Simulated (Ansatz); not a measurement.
# A vibration from a frozen displacement in BaTiO3

Computed with Ansatz, DFT PBE, scalar-relativistic, plane waves, PAW. Cutoff 420 eV, Γ-centred 8×8×8 k-points, Gaussian smearing of 0.05 eV. Spin–orbit coupling is left out, which matters for the heavy elements here. No spin polarisation. Energies are free energies at this smearing, counted from the undisturbed cell; pressure is positive in compression.

The starting cell (relaxed at this level; it needn't be the usual structure):

```
Ba Ti O
1.0
     4.01925    0.00000    0.00000
     0.00000    4.01925    0.00000
     0.00000    0.00000    4.01925
Ba Ti O
1 1 3
Cartesian
  2.0096 2.0096 2.0096
  0.0000 0.0000 0.0000
  2.0096 0.0000 0.0000
  0.0000 2.0096 0.0000
  0.0000 0.0000 2.0096
```

Every Ba atom is moved by x along the Cartesian unit vector (0.707, -0.707, 0.000); the cell and all other atoms stay fixed. The cell's volume is 64.93 Å³; the moved atoms weigh 137.327 u together and the others 95.864 u. Some rows repeat others by symmetry and weren't run.

| x (Å) | ΔE (meV/cell) | total force on the moved atoms along the move (eV/Å) | pressure (GPa) |
| --- | --- | --- | --- |
| -0.2000 | 116.97 | 1.2134 | 1.1114 |
| -0.1750 | 88.77 | 1.0437 | 0.8483 |
| -0.1500 | 64.72 | 0.8813 | 0.6217 |
| -0.1250 | 44.65 | 0.7251 | 0.4311 |
| -0.1000 | 28.42 | 0.5739 | 0.2760 |
| -0.0750 | 15.92 | 0.4268 | 0.1558 |
| -0.0500 | 7.05 | 0.2828 | 0.0703 |
| -0.0250 | 1.76 | 0.1409 | 0.0191 |
| 0.0000 | 0.00 | 0.0000 | 0.0020 |
| 0.0250 | 1.76 | -0.1409 | 0.0191 |
| 0.0500 | 7.05 | -0.2828 | 0.0703 |
| 0.0750 | 15.92 | -0.4268 | 0.1558 |
| 0.1000 | 28.42 | -0.5739 | 0.2760 |
| 0.1250 | 44.65 | -0.7251 | 0.4311 |
| 0.1500 | 64.72 | -0.8813 | 0.6217 |
| 0.1750 | 88.77 | -1.0437 | 0.8483 |
| 0.2000 | 116.97 | -1.2134 | 1.1114 |

Problem. What frequency belongs to this motion?

Solution. The force constant is k = −dF/dx = 5.634 eV/Å², from the parabola through x = -0.0250, 0 and 0.0250. In every cell the moved atoms swing against the rest, so the mass is μ = m₁m₂/(m₁ + m₂) = 56.455 u, and ν̃ = 521.5 cm⁻¹ × √(|k|/μ) = 165 cm⁻¹. The pattern needn't be a normal mode: ν̃² is then a weighted mean of the squared nonzero frequencies at the zone centre of this cell, taken without macroscopic field, so it lies between the lowest and the highest of them.

Problem. How far does the harmonic law reach?

Solution. At x = -0.200 Å, kx²/2 = 112.68 meV against the computed 116.97 meV (+3.8 %): the well is still close to harmonic there.

Problem. The pressure changes with x². What does that say about the frequency under compression?

Solution. With E = k(V)x²/2, k ∝ V^(−2γ) and x scaling with the cell as V^(1/3), P − P0 = −∂E/∂V = (2γ − 2/3) ΔE/V. At x = 0.0500 Å, V(P − P0) = 64.93 × 0.06824 / 160.2 eV = 27.65 meV and ΔE = 7.05 meV, so γ = 1/3 + V(P − P0)/(2ΔE) = 2.29. This is the Grüneisen parameter of the motion under uniform scaling of the cell: shrinking the cell evenly by 1 % in volume raises the frequency by about 2.29 %.

Many cubic perovskites lower their energy by tilts or polar distortions; a scan of this one displacement doesn't rule them out.

Cost: 9 runs of about 2.7 core-minutes in all, on Arm Neoverse V2 (shared hosts).

Barium sits in a single, nearly harmonic well: every displacement costs energy, and the restoring force grows slightly faster than linearly. The move carries Ba straight towards one of its twelve oxygen neighbours and away from the opposite one. Closed-shell repulsion rises more steeply on the near side than it relaxes on the far side, which probably explains both the stiffening and the outward push on the cell. The same repulsion accounts for the positive Grüneisen parameter of 2.29, since compression tightens the oxygen cage around a large ion.

This stable well is compatible with the familiar ferroelectricity of BaTiO3. That instability is mainly a motion of Ti against O, helped by hybridisation between empty Ti 3d and filled O 2p states, whereas the largely ionic Ba–O contact offers much less covalent gain from moving off-centre. By cubic symmetry the harmonic force constant holds for Ba displacements in any direction, but the anharmonic stiffening found here needn't carry over to the cube axes or body diagonals.
